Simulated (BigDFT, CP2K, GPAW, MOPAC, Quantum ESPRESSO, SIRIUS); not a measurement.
The bulk modulus of NaCl, sorted by core time

The structure is cubic, space group Fm-3m (No. 225). Conventional cell: a = 5.588 Å, b = 5.588 Å, c = 5.588 Å, α = 90.00°, β = 90.00°, γ = 90.00°. Cl (site symmetry m-3m) is surrounded by 6 Na at 2.79 Å. Around Na (site symmetry m-3m) lie 6 Cl at 2.79 Å.

The cell is a database's computed one, not the measured one.

| rung | level | program and potentials | cutoff (eV) | k mesh | smearing | core time | chip | bulk modulus (GPa) | notes |
| --- | --- | --- | --- | --- | --- | --- | --- | --- | --- |
| tight binding or semi-empirical | PM7 | MOPAC, the method's own minimal valence basis | - | 1 × 1 × 1 | none | 22 s | Arm Neoverse V2 | 60.6 | coarse mesh; Γ point of a 3 × 3 × 3 supercell |
| LDA | LDA | GPAW, the program's PAW data sets (release 1.2.1) made for this functional, other valence | 800 | 7 × 7 × 7 | fermi-dirac 0.05 | 51 s | Arm Neoverse V2 | 32.6 | - |
| GGA | PBEsol | GPAW, PAW data sets generated for this functional | 800 | 7 × 7 × 7 | fermi-dirac 0.05 | 72 s | Arm Neoverse V2 | 26.1 | - |
| GGA + dispersion | PBE+D3(zero damping) | GPAW, GPAW PAW data sets (gpaw-data 1.2.1) | 800 | 7 × 7 × 7 | fermi-dirac 0.05 | 73 s | Arm Neoverse V2 | 23.8 | - |
| GGA + dispersion | PBEsol+D3(BJ) | GPAW, PAW data sets generated for this functional | 800 | 7 × 7 × 7 | fermi-dirac 0.05 | 73 s | Arm Neoverse V2 | 30.3 | - |
| GGA + dispersion | PBEsol+D4 | GPAW, PAW data sets generated for this functional | 800 | 7 × 7 × 7 | fermi-dirac 0.05 | 75 s | Arm Neoverse V2 | 27.2 | - |
| GGA | PBEint | GPAW, PAW data sets generated for this functional | 800 | 7 × 7 × 7 | fermi-dirac 0.05 | 1.7 min | Arm Neoverse V1 | 23.3 | - |
| GGA | PBEsol | Quantum ESPRESSO, PseudoDojo 0.4.1 SR PBEsol standard | 1197 | 8 × 8 × 8 | fermi-dirac 0.05 | 2.3 min | Arm Neoverse V2 | 25.8 | - |
| GGA + dispersion | PBE+D3(BJ) | Quantum ESPRESSO, PseudoDojo 0.4.1 SR PBE standard | 1197 | 8 × 8 × 8 | fermi-dirac 0.05 | 3 min | Arm Neoverse V1 | 27.3 | - |
| GGA | AM05 | Quantum ESPRESSO, PseudoDojo 0.4.1 SR PBE standard | 1197 | 8 × 8 × 8 | fermi-dirac 0.05 | 3.1 min | Arm Neoverse V1 | 22.4 | potentials made for PBE |
| LDA | LDA | CP2K, GTH_POTENTIALS Cl GTH-PADE-q7, Na GTH-PADE-q9; TZVP-MOLOPT-PBE-GTH basis | - | 8 × 8 × 8 | fermi-dirac 0.01 | 3.3 min | Arm Neoverse N1 | 30.8 | atomic basis |
| GGA | AM05 | SIRIUS, all-electron FP-LAPW, apw+lo standard | - | 8 × 8 × 8 | fermi-dirac 0.05 | 3.4 min | Intel Xeon Ice Lake | 22.6 | - |
| GGA | WC | SIRIUS, all-electron FP-LAPW, apw+lo standard | - | 8 × 8 × 8 | fermi-dirac 0.05 | 3.4 min | Intel Xeon Ice Lake | 25.1 | - |
| GGA | PBEsol | CP2K, POTENTIAL_UZH Cl GTH-PBE-q7, Na GTH-PBE-q9; TZVP-MOLOPT-PBE-GTH basis | - | 8 × 8 × 8 | fermi-dirac 0.05 | 4.9 min | Intel Xeon Platinum 8175M Skylake/Cascade Lake | 25.3 | atomic basis; potentials made for PBE |
| non-local van der Waals functional | rev-vdW-DF2 | Quantum ESPRESSO, PseudoDojo 0.4.1 SR PBE standard | 1197 | 8 × 8 × 8 | fermi-dirac 0.05 | 8.4 min | Intel Xeon 6975P-C Granite Rapids | 25.9 | potentials made for PBE |
| GGA | PBE | BigDFT, UZH-GTH-PBE (Cl q7, Na q1) | - | 5 × 5 × 4 | fixed | 9.4 min | Intel Xeon 6975P-C Granite Rapids | 22.5 | cell of 4 atoms |

Times are single runs on shared hosts and different chips, so they are rough; meshes, cutoffs and the tasks' sizes weigh on the time. Task: equation of state. All rows: no spin polarisation. Smearing widths are in eV. Meshes differ between rows, which moves values too. Meshes are those of the run's cell of 2 atoms unless a note names another. Runs on faulty files, with rough fits or with known faults for this quantity aren't shown. No row holds spin-orbit coupling.

By rung: LDA 32.6; GGA 22.4 to 26.1; GGA + dispersion 23.8 to 30.3; non-local van der Waals functional 25.9; tight binding or semi-empirical on coarse meshes 60.6; LDA in atomic bases 30.8; GGA in atomic bases 25.3 (GPa).
